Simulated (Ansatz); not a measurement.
## What a change of settings does to a run on Sr

The cell is COD entry 9008484, as deposited and not checked against the literature; nothing was relaxed. The listed cell was then made from it by scaling, straining or moving an atom.

First run: DFT, PBE, all-electron LAPW, scalar-relativistic (Ansatz 0.2.0).

Command: `ansatz run input.yaml --threads 1 --pin off --max-ram 2048MiB --backend cpu --events-out ev --progress --plain --runs-dir out` The run took 6.1 s on 1 thread of Arm Neoverse V1 (shared host).

```yaml
crystal:
  lattice:
    - [0.0, 3.0119265, 3.04235]
    - [3.0119265, 0.0, 3.04235]
    - [3.0119265, 3.0119265, 0.0]
  atoms:
    - { symbol: Sr, position: [0.0, 0.0, 0.0] }
kpoints:
  mp_grid: { grid: [10, 10, 10] }
scf:
  occupations: { method: fermi_dirac, width: 0.08 }
hamiltonian:
  xc: pbe
  pseudopotentials: { kind: all_electron, lapw: { basis_error: 0.0005 } }
output:
  forces: true
  stress: true
  eigenvalues: true
```

Result: converged; pressure -0.05 GPa; no gap on the k mesh; 8 SCF iterations.

A second input differs as follows:

```diff
@@ -7,7 +7,8 @@
     - { symbol: Sr, position: [0.0, 0.0, 0.0] }
 kpoints:
-  mp_grid: { grid: [10, 10, 10] }
+  mp_grid: { grid: [10, 9, 11] }
 scf:
   occupations: { method: fermi_dirac, width: 0.08 }
+  max_iter: 50
 hamiltonian:
   xc: pbe
```

Problem. Does the change harm the result?

Solution. Not here: the run converged; energy at zero smearing +0.5 meV/atom from the first run; pressure -0.05 GPa; no gap on the k mesh; 8 SCF iterations, so the odd setting did no harm in this case.
